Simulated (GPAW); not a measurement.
Crystal: Sn.

```
CELL_PARAMETERS angstrom
-2.94014 2.94014 1.59930
2.94014 -2.94014 1.59930
2.94014 2.94014 -1.59930
ATOMIC_POSITIONS crystal
Sn 0.00000 0.00000 0.00000
Sn 0.75000 0.25000 0.50000
```

| Quantity | Value |
| --- | --- |
| Program | GPAW 26.7.0 |
| Task | relaxation of cell and atoms |
| Functional | PBEsol |
| Dispersion | D3(BJ)+ATM |
| Potentials or basis | PAW data sets generated in the run's folder for this functional |
| Cutoff | 600 eV |
| Basis | pw |
| k mesh | 7 × 7 × 7 |
| Occupations | fermi-dirac, width 0.05 eV |
| Spin | no spin polarisation |

At the start: pressure -4.0 GPa; volume 27.65 Å³/atom.

Where does the relaxation end?

Over 7 steps the energy falls by 27.0 meV/atom and the volume is 25.63 Å³/atom (-7.3 %); space group I4_1/amd (No. 141, to 0.05 Å).

Step by step:
```tsv
step	energy change (eV)	largest force (eV/Å)	pressure (GPa)	volume (Å³)
1	0.0000	0.0000	-3.96	55.30
2	-0.0182	0.0000	-3.30	54.50
3	-0.0533	0.0000	0.47	50.92
4	-0.0538	0.0000	-0.03	51.32
5	-0.0538	0.0000	0.00	51.29
6	-0.0540	0.0000	0.07	51.24
7	-0.0541	0.0000	0.05	51.26
```

Final structure:
```
Sn
1.0
    -2.85802    2.85802    1.56883
     2.85802   -2.85802    1.56883
     2.85802    2.85802   -1.56883
Sn
2
Direct
  0.00000 0.00000 0.00000
  0.75000 0.25000 0.50000
```

Caveat: later steps reuse the first step's grids; pairwise dispersion overbinds metals, which lowers pressure and volume.
